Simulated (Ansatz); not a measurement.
# Au-Os stack of (100) layers: lattice stability ahead of a resistivity run, part 2 of 3

The plan: relax Au-Os stack of (100) layers, check its phonons, and, if the lattice is stable, compute its Eliashberg function and ρ(T).

Ansatz 0.2.0; DFT PBE, scalar-relativistic, plane waves, PAW; PAW set soft_1.

So far: The structure; Rough relaxation.

## Step 3: Relaxation

Lattice constant and positions set the bands and the force constants, so the cell is relaxed first.

File input.yaml:

```yaml
crystal:
  lattice:
    - [2.5922392099, 0.0, 0.0]
    - [0.0, 2.5922392099, 0.0]
    - [0.0, 0.0, 27.6317587693]
  atoms:
    - { symbol: Au, position: [0.0, 0.0, 0.1920944014] }
    - { symbol: Os, position: [0.5, 0.5, 0.2753344043] }
  periodic: [true, true, false]
kpoints:
  mp_grid: { grid: [12, 12, 1] }
hamiltonian:
  xc: pbe
  pseudopotentials: { kind: paw, azcp: { folder: soft_1 } }
scf:
  occupations: { method: gaussian, width: 0.1 }
output:
  forces: true
  stress: true
  eigenvalues: true
  write_density: true
  write_potential: true
  elf: true
  volumetric_format: npy
relax:
  adjacent_minimum: "off"
  f_tol: 0.005
  max_steps: 80
  cell: { stress_2d_tol: 0.02 }
```

The run is started by

```console
$ ansatz run input.yaml --threads 8 --pin off --max-ram 20480MiB --backend cpu --events-out ev --progress --plain --runs-dir out
```

Numbers of over 12 decimals in the logs are rounded to 6 here.

What it wrote:

```text
[the first part of the log is left out]
  E_hartree    = 45976.924592
  E_xc         = -446.192854
  E_vxc        = -503.632011  (∫ρ·V_xc dr)
  E_paw        = -18778.871800  (= ΣΔE_a)
  E_vpaw       = -646.043477  (= ΣTr[D̂ρ^β])
  E_aug_tail   = 0.002124  (compensation charges beyond the density's cutoff)
  E_ewald      = 40778.514031
  E_smearing   = -0.019212  (= −TS)
  E_closure    = -0.000000  (closes the sum)
  Σ components = -24534.144771   (vs F -24534.144771, Δ=0.00e0)
--- Forces (eV/Å), atoms counted from 1 ---
  atom   1  Au    -0.00000000    -0.00000000     0.00004026
  atom   2  Os     0.00000000     0.00000000    -0.00004087
  max |Σ_I F_I| component: 6.09e-7 eV/Å
--- 2D stress c σ (N/m, compression-positive) ---
       -0.000816      -0.000000      -0.000000
       -0.000000      -0.000816      -0.000000
       -0.000000      -0.000000      -0.000000
  P = ½ c Tr σ = -0.0008 N/m
--- Band table (eV; the first three rows and the last of 28) ---
[...]
--- Relaxed structure (5 steps of the walk, 4 accepted, 1 SCFs on fresh bases) ---
[...]
cell:  # Å, volume = 186.2978 Å³
    - [2.596567, 0.0, 0]
    - [0.0, 2.596567, 0.0]
    - [0, 0.0, 27.6317587693]
  atoms:
    - { symbol: Au, position: [0, 0.0, 0.192451] }
    - { symbol: Os, position: [0.5, 0.5, 0.274977] }
```

Wall time 15 s (8 threads of Arm Neoverse V2, shared host); peak memory 0.61 GiB; 1.8 min of CPU time.

The steps of the relaxation:

```tsv
step	energy less that of the first step (eV)	largest force component (eV/Å)	volume (Å³)
1	0.0000	0.0575	185.68
2	0.0004	0.0958	186.16
3	-0.0005	0.0134	186.56
4	-0.0006	0.0055	186.27
5	-0.0006	0.0000	186.30
6	-0.0007	0.0000	186.30
```

The log counts 1 steps on a newly chosen plane-wave basis, not all of them marked here; energy and pressure can jump at such steps. Relaxation step 2 was tried and not accepted.

```tsv
cell as run	before	after	change
a (Å)	2.592	2.597	+0.2 %
b (Å)	2.592	2.597	+0.2 %
```

The relaxed structure:

```xyz
2
Lattice="2.5966 0.0000 0.0000 0.0000 2.5966 0.0000 0.0000 0.0000 27.6318" Properties=species:S:1:pos:R:3
Au    0.0000    0.0000    5.3178
Os    1.2983    1.2983    7.5981
```

Electrostatic potential energy in the ca plane at fractional y = 0.000, with atoms of Au within 0.2 Å of it. With pseudopotentials it is smooth inside the atoms' cores, unlike the true potential.

Values in eV, 5 rows by 16 columns, each cell a mean:
```
  0   0   0  -1 -20 -48 -17  -4  -2   0   0   0   0   0   0   0
  0   0   0  -1  -8 -26  -8  -8  -4  -1   0   0   0   0   0   0
  0   0   0   0  -4 -11  -5  -9  -5  -1   0   0   0   0   0   0
  0   0   0  -1 -13 -39 -11  -6  -4   0   0   0   0   0   0   0
  0   0   0  -1 -23 -49 -19  -4  -2   0   0   0   0   0   0   0
```
Columns run along c (16.0 Å, from fractional 0.00 to 0.58 of the cell; values clipped at the 3rd and 97th percentile), rows up along a (2.6 Å). Atoms in or near the plane, at fractional coordinates: Au at (0.19, 0.00).

Valence density in the ca plane at fractional y = 0.000, with atoms of Au within 0.2 Å of it. It is the smooth field of the valence electrons, not physical close to the nuclei.

Values in e/Å³, 5 rows by 16 columns, each cell a mean:
```
 0  0  0  0  2  8  1  0  0  0  0  0  0  0  0  0
 0  0  0  0  0  2  0  0  0  0  0  0  0  0  0  0
 0  0  0  0  0  1  0  0  0  0  0  0  0  0  0  0
 0  0  0  0  1  4  1  0  0  0  0  0  0  0  0  0
 0  0  0  0  2 11  1  0  0  0  0  0  0  0  0  0
```
Columns run along c (16.0 Å, from fractional 0.00 to 0.58 of the cell), rows up along a (2.6 Å). Atoms in or near the plane, at fractional coordinates: Au at (0.19, 0.00).

ELF in the ca plane at fractional y = 0.000, with atoms of Au within 0.2 Å of it. It is the smooth field of the valence electrons, not physical close to the nuclei.

Ten even steps from '0' (0.00) to '9' (0.75), each cell a mean:
```
00000000012356886532333321100000000000000000
00000000012345665433444432100000000000000000
00000000012334443333445543200000000000000000
00000000001233333334445654210000000000000000
00000000011233433334445553210000000000000000
00000000012345555333444443100000000000000000
00000000012356776432344332100000000000000000
00000000012457997532333321100000000000000000
```
Columns run along c (16.0 Å, from fractional 0.00 to 0.58 of the cell), rows up along a (2.6 Å). Atoms in or near the plane, at fractional coordinates: Au at (0.19, 0.00).

The relaxation ends with a largest force component of 4.1e-5 eV/Å.

## Step 4: Tight relaxation

No force is left; the cell is relaxed once more with another smearing and tight thresholds.

input.yaml, the sections that differ from step 3:

```yaml
crystal:
  lattice:
    - [2.5965671562, 0.0, 0.0]
    - [0.0, 2.5965671562, 0.0]
    - [0.0, 0.0, 27.6317587693]
  atoms:
    - { symbol: Au, position: [0.0, 0.0, 0.1924514159] }
    - { symbol: Os, position: [0.5, 0.5, 0.2749773898] }
  periodic: [true, true, false]
scf:
  occupations: { method: methfessel_paxton, width: 0.2 }
relax:
  adjacent_minimum: "off"
  f_tol: 0.001
  max_steps: 60
  cell: { stress_2d_tol: 0.002 }
# kpoints, hamiltonian, output: as in step 3
```

What it wrote:

```text
[the first part of the log is left out]
  E_hartree    = 45976.294097
  E_xc         = -446.196816
  E_vxc        = -503.637242  (∫ρ·V_xc dr)
  E_paw        = -18778.880661  (= ΣΔE_a)
  E_vpaw       = -646.057575  (= ΣTr[D̂ρ^β])
  E_aug_tail   = 0.002125  (compensation charges beyond the density's cutoff)
  E_ewald      = 40777.676696
  E_smearing   = -0.008963  (= −TS)
  E_closure    = -0.000000  (closes the sum)
  Σ components = -24534.139478   (vs F -24534.139478, Δ=0.00e0)
--- Forces (eV/Å), atoms counted from 1 ---
  atom   1  Au     0.00000000     0.00000000     0.00001379
  atom   2  Os    -0.00000000     0.00000000    -0.00001382
  max |Σ_I F_I| component: 3.31e-8 eV/Å
--- 2D stress c σ (N/m, compression-positive) ---
       -0.001893       0.000000       0.000000
        0.000000      -0.001893       0.000000
        0.000000       0.000000      -0.000000
  P = ½ c Tr σ = -0.0019 N/m
--- Band table (eV; the first three rows and the last of 28) ---
[...]
--- Relaxed structure (3 steps of the walk, 2 accepted, 1 SCFs on fresh bases) ---
[...]
cell:  # Å, volume = 186.3143 Å³
    - [2.596682, 0.0, 0]
    - [0.0, 2.596682, 0.0]
    - [0, 0.0, 27.6317587693]
  atoms:
    - { symbol: Au, position: [0, 0.0, 0.192465] }
    - { symbol: Os, position: [0.5, 0.5, 0.274964] }
```

It took 10 s on 8 threads; peak memory 0.61 GiB; 75 s of CPU time.

Little changed from the start: no atom moved by 0.005 Å and no cell edge by 0.1 %.

ELF in the ca plane at fractional y = 0.000, with atoms of Au within 0.2 Å of it. It is the smooth field of the valence electrons, not physical close to the nuclei.

Ten even steps from '0' (0.00) to '9' (0.75), each cell a mean:
```
00000000012356886532333321100000000000000000
00000000012345665433444432100000000000000000
00000000012334443333445543200000000000000000
00000000001233333334445654210000000000000000
00000000011233433334445553210000000000000000
00000000012345555333444443100000000000000000
00000000012356776432344332100000000000000000
00000000012457997532333321100000000000000000
```
Columns run along c (16.0 Å, from fractional 0.00 to 0.58 of the cell), rows up along a (2.6 Å). Atoms in or near the plane, at fractional coordinates: Au at (0.19, 0.00).

Electrostatic potential energy in the ca plane at fractional y = 0.000, with atoms of Au within 0.2 Å of it. With pseudopotentials it is smooth inside the atoms' cores, unlike the true potential.

Ten even steps from '0' (-49 eV) to '9' (0 eV), each cell a mean:
```
99999999999850000589999999999999999999999999
99999999999972002788889999999999999999999999
99999999999986446888888999999999999999999999
99999999999998778998778899999999999999999999
99999999999997667898878999999999999999999999
99999999999974114788888999999999999999999999
99999999999851001689999999999999999999999999
99999999999840000489999999999999999999999999
```
Columns run along c (16.0 Å, from fractional 0.00 to 0.58 of the cell; values clipped at the 3rd and 97th percentile), rows up along a (2.6 Å). Atoms in or near the plane, at fractional coordinates: Au at (0.19, 0.00).

Valence density in the ca plane at fractional y = 0.000, with atoms of Au within 0.2 Å of it. It is the smooth field of the valence electrons, not physical close to the nuclei.

Values in e/Å³, 5 rows by 16 columns, each cell a mean:
```
 0  0  0  0  1  8  1  0  0  0  0  0  0  0  0  0
 0  0  0  0  0  2  0  0  0  0  0  0  0  0  0  0
 0  0  0  0  0  1  0  0  0  0  0  0  0  0  0  0
 0  0  0  0  1  4  1  0  0  0  0  0  0  0  0  0
 0  0  0  0  2 11  1  0  0  0  0  0  0  0  0  0
```
Columns run along c (16.0 Å, from fractional 0.00 to 0.58 of the cell), rows up along a (2.6 Å). Atoms in or near the plane, at fractional coordinates: Au at (0.19, 0.00).

## Step 5: Phonons by linear response: q 2×2×1, k 6×6×1

Couplings are defined for a stable lattice alone, so phonons come first.

input.yaml, the sections that differ from step 4:

```yaml
crystal:
  lattice:
    - [2.5966820595, 0.0, 0.0]
    - [0.0, 2.5966820595, 0.0]
    - [0.0, 0.0, 27.6317587693]
  atoms:
    - { symbol: Au, position: [0.0, 0.0, 0.1924652506] }
    - { symbol: Os, position: [0.5, 0.5, 0.2749635551] }
  periodic: [true, true, false]
kpoints:
  mp_grid: { grid: [6, 6, 1] }
output:
  eigenvalues: true
phonons:
  method: dfpt
  qmesh: [2, 2, 1]
  temperatures: { t_max: 1000, t_step: 50 }
  qpath:
    path: [[0.0, 0.0, 0.0], [0.0, 0.5, 0.0], [0.5, 0.5, 0.0], [0.0, 0.0, 0.0]]
    npoints: 10
# hamiltonian, scf: as in step 4
# relax: removed
```

What it wrote:

```text
[...]
Crystal: 2 atoms, lattice volume = 186.314 Å³
Basis set: ecut = 420 eV, 3665 PW (Γ), exchange–correlation on 36×36×384 points (8 copies of the dense FFT grid, shifted against one another)
Bands: 22, of which v1, the nominal top of the filled ones, is band 18 counted from 1 (17 counted from 0)
Symmetry: 8 space group operations
k-points: 10 of 36
[...]
SCF iter   1: F=—  HF=-24535.354027 eV  |F-HF|=—  |Δ(HF+E_count)|=         —  Δρ=5.76e-2  dr2=3.56e1  ethr=3.10e-3  ⟨swp⟩=12.1  Hψ=1777  notcnv=0
[...]
SCF iter  19: F=-24533.964502 eV  HF=-24533.964502 eV  |F-HF|=2.91e-11  |Δ(HF+E_count)|=  3.86e-10  S|Δr|=    0.00e0  Δρ=1.98e-8  dr2=7.24e-13  ethr=1.00e-12  ⟨swp⟩=16.2  Hψ=2045  notcnv=0
SCF 1 converged in 19 iterations: F = -24533.964502 eV  dr2 = 7.24e-13
[...]
phonons: the bands overlap, so this run is a metal and interpolates without the dipole-dipole term. If the crystal is really an insulator or semiconductor, its LO-TO splitting is missing
NSCF: frozen V_eff on 10 k-points
WARN: eigensolver did not converge (k=0): 1 band(s) unlocked after 2 eigensolves, warm-restarted (20 sweeps on the last) at ethr=1.65e-12 eV (storage-precision floor; scheduled 1.00e-12 eV) (lowest unlocked band 21, counted from 0; max residual 6.14e-5 eV among the unlocked bands, 6.14e-5 eV over every band; other slots of this pass that fall short are told together in one closing line; warning suppressed until the next SCF loop or pass starts)
WARN: eigensolver did not converge in 5 slots of this pass, the one above among them; of largest residual over every band (k=2): 1 band(s) unlocked (lowest unlocked band 21, counted from 0; max residual 1.30e-4 eV among the unlocked bands, 1.30e-4 eV over every band); of lowest unlocked band (k=0): band 21
[...]
DFPT response loops at q = (0, 0, 0) (fractional): preconditioner auto → none (partly filled bands, converged f_vac=0.764); β = 0.50; Broyden in place of MSR1
[...]
SCF converged after 19 iterations
Stability not checked: this state was not tested for a lower state beside it, because cold or Methfessel-Paxton smearing, or corrected tetrahedra, fill the levels in a way that the test cannot read (fill_not_monotonic; see scf.lower_state_search)
Free energy (F): -24533.964502 eV
[...]
Internal energy: -24533.946721 eV  (E = F + TS)
E sigma→0 (E₀):  -24533.960057 eV
Entropy (-TS):   -0.017781 eV (-8.890 meV/atom)
Fermi energy:    -5.466703 eV
[...]
--- Band table (eV; the first three rows and the last of 10) ---
  k-point 0: bands = [... 14 lower, -8.2167, -7.1500, -7.0304, -4.9347, -4.5683, -4.5683, -3.2656, -0.4364]
  k-point 1: bands = [... 14 lower, -8.1359, -7.5782, -6.7765, -6.0422, -4.4661, -4.1190, -2.7105, 0.1456]
  k-point 2: bands = [... 14 lower, -7.9666, -7.7151, -6.3518, -5.4738, -4.9564, -4.2911, -0.4429, 1.5356]
  k-point 9: bands = [... 14 lower, -7.4985, -5.5267, -5.1509, -1.0802, -0.3360, -0.3360, 3.3133, 3.5413]
--- Phonons (Γ-DFPT): 4 representative perturbations + reference (Σ response iterations 23) ---
  ASR residual: 5.194e-5 → 0.000e0 eV/Å²; symmetrization residual: 3.542e-5 eV/Å²
  ASR residual per site (eV/Å²): 4.43e-5 5.19e-5
  Γ frequencies (cm⁻¹): 0.00 0.00 0.00 57.33 57.33 107.52
--- Phonons (arbitrary-q DFPT): 3 irreducible q on the 2×2×1 mesh ---
  q = [0.0000, 0.0000, 0.0000] (star 1, of the zone-centre solve; hermiticity 1.72e-5, symmetrization 1.71e-11): -0.00 -0.00 0.00 57.33 57.33 107.52
  q = [0.0000, -0.5000, 0.0000] (star 2, 6 solved perturbations on 16 of 36 k-point pairs; hermiticity 5.01e-6, symmetrization 2.38e-10): -226.71 -150.43 -122.04 -25.74 64.67 222.26
  q = [-0.5000, -0.5000, 0.0000] (star 1, 4 solved perturbations in 52 linear systems a pass and spin channel, the states on 16 of 36 k-point pairs; hermiticity 6.26e-7, symmetrization 2.62e-10): -269.54 -192.59 -192.59 29.10 211.52 211.52
  sum rule: each row above includes the acoustic sum rule's correction from the zone centre's row sums; it moved no ω² by more than (0.27 cm⁻¹)²
  mesh force constants: q→R imaginary residual 2.54e-18; ASR residual 5.194e-5 → 0.000e0 eV/Å²; symmetrization residual 7.105e-15 eV/Å²
  interpolated dispersion: 31 rows × 6 modes
  density of states and harmonic sums: on the 24×24×1 q-mesh, interpolated from the force constants of a 2×2×1 supercell (no non-analytic term)
  largest difference from the sums on the solved wave vectors: F 8.96e-2 eV, S 1.31e-4 and C_V 4.19e-5 eV/K
  zero-point energy: 0.021340 eV/cell   skipped modes (ω ≤ 0): 276, of them read as no rigid motion or as one in doubt: 273 (3.012e0 modes/cell left out, lowest -269.54 cm⁻¹)   left out of the sums: 5.03e-1 of the cell's modes: C_V's classical limit lies that fraction below 3 k_B per atom; for a crystal, a wire or a layer, F and S can be off by more, and a phonons.interpolated_qmesh denser along its periods is the remedy for the sampling
```

Run time: 19 s. Hardware: 8 threads; peak memory 0.81 GiB.

The column dr2 measures how far the density is from self-consistency, as an energy; F and HF (Harris–Foulkes) agree once it is small.

Numbers from this step:

```
share of imaginary modes in the plain interpolation between solved wavevectors : 0.5034
highest frequency, solved or plainly interpolated                              : 222.3 cm⁻¹
```

Solved on the 2×2×1 mesh alone; all other wavevectors are interpolated. Phonon branches along the path, in cm⁻¹:

```tsv
point	branch 1	branch 2	branch 3	branch 4	branch 5	branch 6
Γ	0	0	0	57	57	108
halfway	-153	-103	-82	24	75	160
X	-227	-150	-122	-26	65	222
halfway	-249	-173	-161	49	148	217
M	-270	-193	-193	29	212	212
halfway	-206	-136	-134	62	154	154
Γ	0	0	0	57	57	108
```

The phonon branches as a text plot (rows in cm⁻¹):

```
    212 |            ***************************
    192 |         ***               ***         **
    171 |                         **              **
    151 |       **               *                  ***
    130 |      *               **                      **
    110 |**  **                                          **   ***
     89 |  *****              *                            ***
     69 | *     **************                      ************
     48 |******               ********          ****            *
     28 |      ***        **          **********
      7 |**       **                                            *
    -13 | ***       ***                                       **
    -34 | ***          ***                                    **
    -54 |  ****                                            ***
    -75 |      ***                                       *****
    -95 |    ** ****
   -116 |      *  **********                           **
   -136 |           ***     ***                     ***  **
   -157 |       **     ***********                **
   -177 |         **             ******      *****     **
   -198 |           *                 *******       ***
   -218 |            *******
   -239 |                   ******                **
   -259 |                         ****************
         Γ               X               M                      Γ
```

Lowest modes at the softest wavevector of the mesh. Modes at q = (0.500, 0.500, 0.000), with each element's share of the kinetic energy (negative means imaginary):

```tsv
mode	frequency (cm⁻¹)	Au %	Os %
1	-269.5	0	100
2	-192.6	0	100
3	-192.6	0	100
4	29.1	100	0
5	211.5	100	0
6	211.5	100	0
```

Displacements in mode 1 (-269.5 cm⁻¹), the largest set to 1, in the home cell:
```
Au1  0.00  0.00  0.00
Os2  0.00  0.00 -1.00
```

Displacements in mode 4 (29.1 cm⁻¹), the largest set to 1, in the home cell:
```
Au1 0.00 0.00 1.00
Os2 0.00 0.00 0.00
```

Among the solved wavevectors the lowest mode, translations apart, is -270 cm⁻¹, imaginary.

(Part 2 of 3 ends here.)

[Logs are printed without paths, hosts, clocks, repeated set-up lines and the standing remarks that a program may print on its own settings, such as how far it seeks lower states.]

[Hosts, paths, dates, database ids (printed as entryN), source tags and the programs' standing remarks are cut or masked in the printed files.]
